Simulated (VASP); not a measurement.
AgCl (Chlorargyrite), 2 atoms in the cell. Symmetry: Fm-3m, No. 225, cubic system. The conventional cell has a = 5.470 Å, b = 5.470 Å, c = 5.470 Å, α = 90.00°, β = 90.00°, γ = 90.00°. Ag (site symmetry m-3m) is surrounded by 6 Cl at 2.73 Å. Around Cl (site symmetry m-3m) lie 6 Ag at 2.73 Å. 

* Program: VASP 6.6.1
* Task: band structure
* Functional: PBE
* Potentials or basis: VASP PAW PBE potentials, release 64 (Ag, Cl)
* Cutoff: 520 eV
* k mesh: 6 × 6 × 6
* Occupations: gaussian, width 0.02 eV
* Spin: spin-orbit coupling, no magnetisation
* Ladder: free
* Further INCAR settings: ALGO = Fast; EDIFF = 1e-07; NBANDS = 30

Potentials or basis: VASP PAW PBE potentials, release 64 (Ag, Cl).

The run is started by

```sh
$ cat potpaw_PBE.64/Ag/POTCAR potpaw_PBE.64/Cl/POTCAR > POTCAR
$ cp INCAR.step1 INCAR
$ cp KPOINTS.step1 KPOINTS
$ mpirun -np 2 vasp_ncl > vasp.out
$ cp INCAR.step2 INCAR
$ cp KPOINTS.step2 KPOINTS
$ mpirun -np 2 vasp_ncl > vasp.out
```

Hardware: 2 MPI ranks on AMD EPYC 9R45 96-Core Processor (Zen 5), with other jobs on the host.

**Question.** How long does it take, and how much memory?

**Answer.** It took 75 s on 2 MPI ranks on AMD EPYC 9R45 96-Core Processor (Zen 5) (shared host), peak memory 0.34 GiB a rank. Counts: scf iterations 10, k points 100.
